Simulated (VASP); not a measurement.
# InP (F-43m) in VASP: notebook

The runs below take InP through single point, relaxation of cell and atoms, with PBEsol.

Program: VASP 6.6.1. These are calculated values, not measurements. Logs are shortened: lines on timing, memory, paths and dates and some standing lists are left out, and cuts for length are marked.

**What was measured.**

A printed reference work, data compilation reports, for a bulk crystal of InP at 1.6 K: band gap 1.4236 eV (direct).

The results are compared with them further down.

### 1 The crystal as given

Symmetry: F-43m, No. 216, cubic system. Conventional cell: a = 5.878 Å, b = 5.878 Å, c = 5.878 Å, α = 90.00°, β = 90.00°, γ = 90.00°. In (site symmetry -43m) is surrounded by 4 P at 2.55 Å. P (site symmetry -43m) has 4 In at 2.55 Å as nearest neighbours.

### 2 Single point, PBEsol

Contents of INCAR:

```
SYSTEM = InP
  ALGO = Normal
  EDIFF = 1E-6
  ENCUT = 520
  GGA = PS
  ISIF = 2
  ISMEAR = 0
  LASPH = .True.
  LCHARG = .False.
  LREAL = .False.
  LWAVE = .False.
  NBANDS = 16
  NELM = 60
  PREC = Accurate
  SIGMA = 0.02
```

Contents of KPOINTS:

```
k-points
0
Gamma
  8 8 8
  0 0 0
```

Contents of POSCAR:

```
InP
1.0
    0.0000000000     -2.9390910345     -2.9390910345
    2.9390910345      0.0000000000     -2.9390910345
    2.9390910345     -2.9390910345      0.0000000000
In P
1 1
Direct
    0.0000000000      0.0000000000      0.0000000000
    0.7500000000      0.7500000000      0.7500000000
```

Potentials or basis: VASP PAW PBE potentials, release 64 (In_d, P).

The run is started by

```console
> cat potpaw_PBE.64/In_d/POTCAR potpaw_PBE.64/P/POTCAR > POTCAR
> mpirun -np 1 vasp_std > vasp.out
```

OUTCAR:

```text
SYSTEM = InP
   EDIFF = 1E-6
   ENCUT = 520
   GGA = PS
   ISIF = 2
   ISMEAR = 0
   LASPH = .True.
   LREAL = .False.
   NELM = 60
   PREC = Accurate

 ion  position               nearest neighbor table
   1  0.000  0.000  0.000-   2 2.55   2 2.55   2 2.55   2 2.55
   2  0.750  0.750  0.750-   1 2.55   1 2.55   1 2.55   1 2.55

  LATTYP: Found a face centered cubic cell.
 ALAT       =     5.8781820690

  Lattice vectors:

 A1 = (   0.0000000000,  -2.9390910345,  -2.9390910345)
 A2 = (   2.9390910345,   0.0000000000,  -2.9390910345)
 A3 = (   2.9390910345,  -2.9390910345,   0.0000000000)

Analysis of symmetry for initial positions (statically):
=====================================================================
 Subroutine PRICEL returns:
 Original cell was already a primitive cell.

 Routine SETGRP: Setting up the symmetry group for a
 face centered cubic supercell.

 Subroutine GETGRP returns: Found 24 space group operations
 (whereof 24 operations were pure point group operations)
 out of a pool of 48 trial point group operations.

The static configuration has the point symmetry T_d .

Analysis of symmetry for dynamics (positions and initial velocities):
=====================================================================
 Subroutine PRICEL returns:
 Original cell was already a primitive cell.

 Routine SETGRP: Setting up the symmetry group for a
 face centered cubic supercell.

 Subroutine GETGRP returns: Found 24 space group operations
 (whereof 24 operations were pure point group operations)
 out of a pool of 48 trial point group operations.

The dynamic configuration has the point symmetry T_d .

 Subroutine INISYM returns: Found 24 space group operations
 (whereof 24 operations are pure point group operations),
 and found     1 'primitive' translations

----------------------------------------------------------------------------------------

                                     Primitive cell

  volume of cell :      50.7772

  direct lattice vectors                    reciprocal lattice vectors
     0.000000000 -2.939091035 -2.939091035    -0.170120624 -0.170120624 -0.170120624
     2.939091035  0.000000000 -2.939091035     0.170120624  0.170120624 -0.170120624
     2.939091035 -2.939091035  0.000000000     0.170120624 -0.170120624  0.170120624

  length of vectors
     4.156502402  4.156502402  4.156502402     0.294657564  0.294657564  0.294657564

  position of ions in fractional coordinates (direct lattice)
     0.000000000  0.000000000  0.000000000
     0.750000000  0.750000000  0.750000000

  ion indices of the primitive-cell ions
   primitive index   ion index
                 1           1
                 2           2

----------------------------------------------------------------------------------------

 KPOINTS: k-points

Automatic generation of k-mesh.
 Grid dimensions read from file:
 generate k-points for:    8    8    8

 Generating k-lattice:

  Cartesian coordinates                     Fractional coordinates (reciprocal lattice)
    -0.021265078 -0.021265078 -0.021265078     0.125000000  0.000000000  0.000000000
     0.021265078  0.021265078 -0.021265078     0.000000000  0.125000000  0.000000000
     0.021265078 -0.021265078  0.021265078     0.000000000  0.000000000  0.125000000

  Length of vectors
     0.036832195  0.036832195  0.036832195

  Shift w.r.t. Gamma in fractional coordinates (k-lattice)
     0.000000000  0.000000000  0.000000000

 Subroutine IBZKPT returns following result:
 ===========================================

 Found     29 irreducible k-points:

 Following reciprocal coordinates:
            Coordinates               Weight
  0.000000  0.000000  0.000000      1.000000
  0.125000  0.000000  0.000000      8.000000
  0.250000  0.000000  0.000000      8.000000
  0.375000  0.000000  0.000000      8.000000
  0.500000  0.000000  0.000000      4.000000
  0.125000  0.125000  0.000000      6.000000
[... 16 lines left out ...]
  0.500000  0.250000  0.125000     48.000000
 -0.375000  0.250000  0.125000     24.000000
 [... further k-points ...]
   k-points           NKPTS =     29   k-points in BZ     NKDIM =     29   number of bands    NBANDS=     16
   number of dos      NEDOS =    301   number of ions     NIONS =      2
   total plane-waves  NPLWV =  32768
   dimension x,y,z NGX =    32 NGY =   32 NGZ =   32
   dimension x,y,z NGXF=    64 NGYF=   64 NGZF=   64
   ions per type =               1   1
   NGX,Y,Z   is equivalent  to a cutoff of  12.80, 12.80, 12.80 a.u.
   NGXF,Y,Z  is equivalent  to a cutoff of  25.60, 25.60, 25.60 a.u.
 SYSTEM =  InP
   PREC   = accura    normal or accurate (medium, high low for compatibility)
   ISTART =      0    job   : 0-new  1-cont  2-samecut
   ICHARG =      2    charge: 1-file 2-atom 10-const
   ISPIN  =      1    spin polarized calculation?
   LNONCOLLINEAR =      F non collinear calculations
   LSORBIT =      F    spin-orbit coupling
   LASPH  =      T    aspherical Exc in radial PAW
   ENCUT  =  520.0 eV  38.22 Ry    6.18 a.u.   7.73  7.73  7.73*2*pi/ulx,y,z
   NELM   =     60;   NELMIN=  2; NELMDL= -5     # of ELM steps
   EDIFF  = 0.1E-05   stopping-criterion for ELM
   LREAL  =      F    real-space projection
   EDIFFG = 0.1E-04   stopping-criterion for IOM
   NSW    =      0    number of steps for IOM
   IBRION =     -1    ionic relax: 0-MD 1-quasi-New 2-CG
   NFREE  =      0    steps in history (QN), initial steepest desc. (CG)
   ISIF   =      2    stress and relaxation
   ISYM   =      2    0-nonsym 1-usesym 2-fastsym
   POTIM  = 0.5000    time-step for ionic-motion
   TEBEG  =    0.0;   TEEND  =   0.0 temperature during run
   PSTRESS=    0.0 pullay stress
   NELECT =      18.0000    total number of electrons
   NUPDOWN=      -1.0000    fix difference up-down
   EMIN   =  10.00;   EMAX   =-10.00  energy-range for DOS
   EFERMI =   0.00;   METHOD = LEGACY
   ISMEAR =     0;   SIGMA  =   0.02  broadening in eV -4-tet -1-fermi 0-gaus
   EFERMI_NEDOS =   21; number of points for ismear=-14 and -15
   IALGO  =     38    algorithm
   IMIX   =      4    mixing-type and parameters
     AMIX     =   0.40;   BMIX     =  1.00
     AMIX_MAG =   1.60;   BMIX_MAG =  1.00
  volume/ion in A,a.u.               =      25.39       171.33
  Fermi-wavevector in a.u.,A,eV,Ry     =   1.158624  2.189482 18.264600  1.342410
  Thomas-Fermi vector in A             =   2.295225
   LORBIT       =      0    0 simple, 1 ext, 2 COOP (PROOUT), +10 PAW based schemes
   GGA     = PS    functional components
   LHFCALC =     F    Hartree Fock is set to
   AEXX    =    0.0000 exact exchange contribution
   IVDW    =     0    specifies the selected vdW correction
   LEPSILON=     F    determine dielectric tensor
   LRPA    =     F    only Hartree local field effects (RPA)
 non-spin polarized calculation
 Gauss-broadening in eV      SIGMA  =   0.02
  energy-cutoff  :      520.00
  volume of cell :       50.78
 maximum number of plane-waves:      1384
   NGX = 15   NGY = 15   NGZ = 15

 number of electron      18.0000007 magnetization

 Free energy of the ion-electron system (eV)
  ---------------------------------------------------
  ext. energy  EPLUGINS =         0.00000000
  ---------------------------------------------------
  free energy    TOTEN  =        -9.15478597 eV

  energy without entropy =       -9.15478597  energy(sigma->0) =       -9.15478597

 E-fermi :   5.1512     XC(G=0):  -9.4404

 val. band max:        4.9961719105   @ k =   0.0000   0.0000   0.0000
 cond. band min:       5.5637021353   @ k =   0.0000   0.0000   0.0000
 fundamental gap:      0.5675302248
 Fermi energy:         5.1511983737

 k-point     1 :       0.0000    0.0000    0.0000
  band No.  band energies     occupation
      1      -9.1357      2.00000
      2      -9.1357      2.00000
      3      -9.1357      2.00000
      4      -8.9854      2.00000
      5      -8.9854      2.00000
      6      -6.4917      2.00000
[... 8 lines left out ...]
     15      14.4117      0.00000
     16      14.4117      0.00000

 k-point     2 :       0.1250    0.0000    0.0000
  band No.  band energies     occupation
      1      -9.1545      2.00000
      2      -9.1284      2.00000
      3      -9.1284      2.00000
      4      -8.9854      2.00000
      5      -8.9854      2.00000
      6      -6.3140      2.00000
[... 8 lines left out ...]
     15      13.7418      0.00000
     16      14.1064      0.00000

 k-point     3 :       0.2500    0.0000    0.0000
  band No.  band energies     occupation
      1      -9.1973      2.00000
      2      -9.1127      2.00000
      3      -9.1127      2.00000
      4      -8.9829      2.00000
      5      -8.9829      2.00000
      6      -5.8172      2.00000
[... 8 lines left out ...]
     15      13.5107      0.00000
     16      13.9170      0.00000

 k-point     4 :       0.3750    0.0000    0.0000
  band No.  band energies     occupation
      1      -9.2375      2.00000
      2      -9.1009      2.00000
      3      -9.1009      2.00000
      4      -8.9763      2.00000
      5      -8.9763      2.00000
      6      -5.1512      2.00000
[... 8 lines left out ...]
     15      14.4426      0.00000
     16      14.4426      0.00000
[... 324 lines left out ...]
 k-point    22 :       0.3750    0.2500    0.1250
  band No.  band energies     occupation
      1      -9.2348      2.00000
      2      -9.0937      2.00000
      3      -9.0874      2.00000
      4      -9.0007      2.00000
      5      -8.9705      2.00000
      6      -5.4045      2.00000
[... 8 lines left out ...]
     15      15.1149      0.00000
     16      16.4563      0.00000

 k-point    23 :       0.5000    0.2500    0.1250
  band No.  band energies     occupation
      1      -9.2583      2.00000
      2      -9.0885      2.00000
      3      -9.0731      2.00000
      4      -8.9969      2.00000
      5      -8.9703      2.00000
      6      -4.7941      2.00000
[... 8 lines left out ...]
     15      15.7070      0.00000
     16      16.3027      0.00000

 k-point    24 :      -0.3750    0.2500    0.1250
  band No.  band energies     occupation
      1      -9.2669      2.00000
      2      -9.0880      2.00000
      3      -9.0681      2.00000
      4      -8.9911      2.00000
      5      -8.9727      2.00000
      6      -4.4532      2.00000
[... 8 lines left out ...]
     15      15.5704      0.00000
     16      16.2342      0.00000

 [... further k-points ...]

------------------------ aborting loop because EDIFF is reached ----------------------------------------

  FORCE on cell =-STRESS in cart. coord.  units (eV):
  Direction    XX          YY          ZZ          XY          YZ          ZX
  --------------------------------------------------------------------------------------
  -------------------------------------------------------------------------------------
  Total       -0.0054958     -0.0054958     -0.0054958      0.0000000      0.0000000      0.0000000
  in kB       -0.1734108     -0.1734108     -0.1734108      0.0000000      0.0000000      0.0000000
  external PRESSURE =      -0.1734108 kB  Pullay stress =       0.0000000 kB

 VOLUME and BASIS-vectors are now :
 -----------------------------------------------------------------------------
  energy-cutoff  :      520.00
  volume of cell :       50.78
      direct lattice vectors                 reciprocal lattice vectors
     0.000000000 -2.939091035 -2.939091035    -0.170120624 -0.170120624 -0.170120624
     2.939091035  0.000000000 -2.939091035     0.170120624  0.170120624 -0.170120624
     2.939091035 -2.939091035  0.000000000     0.170120624 -0.170120624  0.170120624

 POSITION                                       TOTAL-FORCE (eV/Angst)
 -----------------------------------------------------------------------------------
      0.00000      0.00000      0.00000        -0.000000     -0.000000     -0.000000
      4.40864     -4.40864     -4.40864         0.000000      0.000000      0.000000
 -----------------------------------------------------------------------------------
    total drift:                                0.000000     -0.000000     -0.000000

  FREE ENERGIE OF THE ION-ELECTRON SYSTEM (eV)
  ---------------------------------------------------
  free  energy   TOTEN  =        -9.1547859651 eV

  energy  without entropy=       -9.1547859651  energy(sigma->0) =       -9.15478597
```

It took 10 s on 1 thread of AMD EPYC 9R45 (Zen 5), shared host; peak memory 0.15 GiB.

What came out:

```yaml
Free_energy: -9.1548 eV
Pressure: 0.0 GPa
Band_gap_on_the_k_mesh: 0.57 eV, direct
```

Levels at points of the mesh, in eV from the valence-band top:
```tsv
k point	band 7	band 8	band 9	band 10	band 11	band 12
(0.00, 0.00, 0.00)	0.00	0.00	0.00	0.57	4.02	4.02
(0.50, 0.00, 0.00)	-5.75	-0.97	-0.97	1.38	4.73	4.73
(0.50, 0.50, 0.00)	-5.78	-2.32	-2.32	1.65	2.17	9.04
```

Caveat: the PAW data sets were made with another functional, which shifts forces and pressure a little; spin-orbit coupling is left out, which moves the levels of the heavy elements.

### 3 Relaxation of cell and atoms, PBEsol

This run uses another cell than the first one, of 25.17 Å³/atom, 0.991 times its volume.

Contents of INCAR:

```
SYSTEM = InP
ALGO     = Normal         ! electronic algorithm
EDIFF    = 1E-7           ! SCF threshold, eV
EDIFFG   = -0.005         ! ionic threshold
ENCUT    = 600            ! plane-wave cutoff, eV
GGA      = PS             ! functional
IBRION   = 2              ! ionic algorithm
ISIF     = 3              ! what is computed and relaxed
ISMEAR   = 0              ! smearing method
LASPH    = .TRUE.         ! aspherical terms in the spheres
LCHARG   = .FALSE.        ! write CHGCAR
LREAL    = .FALSE.        ! projectors in reciprocal space
LWAVE    = .FALSE.        ! write WAVECAR
NELM     = 60             ! most SCF steps
NSW      = 100            ! ionic steps
PREC     = Accurate       ! precision mode
SIGMA    = 0.02           ! smearing width, eV
```

Contents of KPOINTS:

```
k-points
0
G
  8 8 8
  0 0 0
```

Contents of POSCAR:

```
InP
1.0
    0.0000000000     -2.9305000000     -2.9305000000
    2.9305000000      0.0000000000     -2.9305000000
    2.9305000000     -2.9305000000      0.0000000000
In P
1 1
Direct
    0.0000000000      0.0000000000      0.0000000000
    0.7500000000      0.7500000000      0.7500000000
```

Potentials or basis: VASP PAW PBE potentials, release 64 (In_d, P).

The run is started by

```console
> cat potpaw_PBE.64/In_d/POTCAR potpaw_PBE.64/P/POTCAR > POTCAR
> mpirun -np 1 vasp_std > vasp.out
```

Run time: 32 s. Hardware: 1 thread of AMD EPYC 9R45 (Zen 5), shared host; peak memory 0.19 GiB.

It converged, with:

```yaml
Free_energy: -9.1551 eV
Relaxed_volume: 25.40 Å³/atom
Relaxed_cell: a = 4.157 Å, b = 4.157 Å, c = 4.157 Å, α = 60.00°, β = 60.00°, γ = 60.00°
Space_group_after_relaxing_to_0.05_Å: F-43m (No. 216)
Energy_gained_by_relaxing: 0.4 meV/atom
Ionic_steps: 3
Pressure_after_relaxing: 0.0 GPa
Band_gap_on_the_k_mesh: 0.57 eV, direct
```

The path:
```tsv
step	energy change (eV)	largest force (eV/Å)	pressure (GPa)	volume (Å³)
1	0.0000	0.0000	0.61	50.33
2	-0.0006	0.0000	-0.31	51.03
3	-0.0009	0.0000	0.00	50.79
```

Final structure:
```cif
data_structure
_symmetry_space_group_name_H-M 'P 1'
_symmetry_Int_Tables_number 1
_cell_length_a 4.1569
_cell_length_b 4.1569
_cell_length_c 4.1569
_cell_angle_alpha 60.000
_cell_angle_beta 60.000
_cell_angle_gamma 60.000
_cell_volume 50.79
loop_
_atom_site_label
_atom_site_type_symbol
_atom_site_fract_x
_atom_site_fract_y
_atom_site_fract_z
_atom_site_occupancy
In1 In 0.00000 0.00000 0.00000 1
P1 P 0.75000 0.75000 0.75000 1
```

Levels at points of the mesh, in eV from the valence-band top:
| k point | band 6 | band 7 | band 8 | band 9 | band 10 | band 11 | band 12 | band 13 |
| --- | --- | --- | --- | --- | --- | --- | --- | --- |
| (0.00, 0.00, 0.00) | -11.49 | 0.00 | 0.00 | 0.00 | 0.57 | 4.02 | 4.02 | 4.02 |
| (0.50, 0.00, 0.00) | -9.77 | -5.75 | -0.97 | -0.97 | 1.38 | 4.73 | 4.73 | 6.93 |
| (0.50, 0.50, 0.00) | -9.11 | -5.78 | -2.32 | -2.32 | 1.65 | 2.17 | 9.04 | 9.47 |

Caveat: the PAW data sets were made with another functional, which shifts forces and pressure a little; spin-orbit coupling is left out, which moves the levels of the heavy elements. Zero-point motion and thermal expansion aren't in these numbers.

### 4 Single point, PBEsol

Contents of INCAR:

```
SYSTEM = InP
  PREC = Accurate
  ENCUT = 520
  EDIFF = 1E-6
  ISMEAR = 0
  SIGMA = 0.02
  LREAL = .FALSE.
  LASPH = .TRUE.
  NELM = 80
  ALGO = Normal
  ISIF = 2
  LWAVE = .FALSE.
  LCHARG = .FALSE.
  GGA = PS
  NBANDS = 16
```

Contents of KPOINTS:

```
Automatic mesh
0
G
  10 10 10
  0 0 0
```

Contents of POSCAR:

```
InP
1.0
    0.0000000000     -2.9390910345     -2.9390910345
    2.9390910345      0.0000000000     -2.9390910345
    2.9390910345     -2.9390910345      0.0000000000
In P
1 1
Direct
    0.0000000000      0.0000000000      0.0000000000
    0.7500000000      0.7500000000      0.7500000000
```

The run is started by

```console
> cat potpaw_PBE.64/In_d/POTCAR potpaw_PBE.64/P/POTCAR > POTCAR
> mpirun -np 1 vasp_std > vasp.out
```

Run time: 15 s. Hardware: 1 thread of AMD EPYC 9R45 (Zen 5), shared host; peak memory 0.16 GiB.

The run converged. Its results:

| Item | Value |
| --- | --- |
| Free energy | -9.1567 eV |
| Pressure | 0.0 GPa |
| Band gap on the k mesh | 0.57 eV, direct |

Levels at points of the mesh, in eV from the valence-band top:
```
           k point  band 7  band 8  band 9  band 10  band 11  band 12
(0.00, 0.00, 0.00)    0.00    0.00    0.00     0.57     4.02     4.02
(0.50, 0.00, 0.00)   -5.75   -0.97   -0.97     1.38     4.74     4.74
(0.50, 0.50, 0.00)   -5.78   -2.32   -2.32     1.65     2.17     9.04
```

Caveat: the PAW data sets were made with another functional, which shifts forces and pressure a little; spin-orbit coupling is left out, which moves the levels of the heavy elements.

### 5 Summary

```csv
task,cell,k mesh,cutoff (eV),gap on the mesh (eV),pressure (GPa)
single point,"F-43m, 25.39 Å³/atom",8 × 8 × 8,520,0.57,0.0
relaxation of cell and atoms,relaxed,8 × 8 × 8,600,0.57,0.0
single point,"F-43m, 25.39 Å³/atom",10 × 10 × 10,520,0.57,0.0
```

Alike in all rows: level PBEsol; potentials or basis VASP PAW PBE potentials, release 64 (In_d, P); no spin polarisation; smearing gaussian 0.02 eV.

Caveats: the PAW data sets were made with another functional, which shifts forces and pressure a little; spin-orbit coupling is left out, which moves the levels of the heavy elements.

Total energies depend on the potentials used, so only differences within one code and one set of settings carry meaning.

### 6 How close it comes

Step 2. A measured gap of InP is 1.4236 eV (direct; 1.6 K; a printed reference work, data compilation); the calculated 0.57 eV misses it by -0.86 eV. Spin-orbit coupling on In is left out. The value is that of PBEsol, without temperature or zero-point motion. Semilocal functionals fall short of measured gaps as a rule.

Step 4. Measured gap of InP: 1.4236 eV (direct; 1.6 K; a printed reference work, data compilation). This calculation gives 0.57 eV (-0.86 eV). Spin-orbit coupling on In is left out. The value is that of PBEsol, without temperature or zero-point motion. Semilocal functionals fall short of measured gaps as a rule.
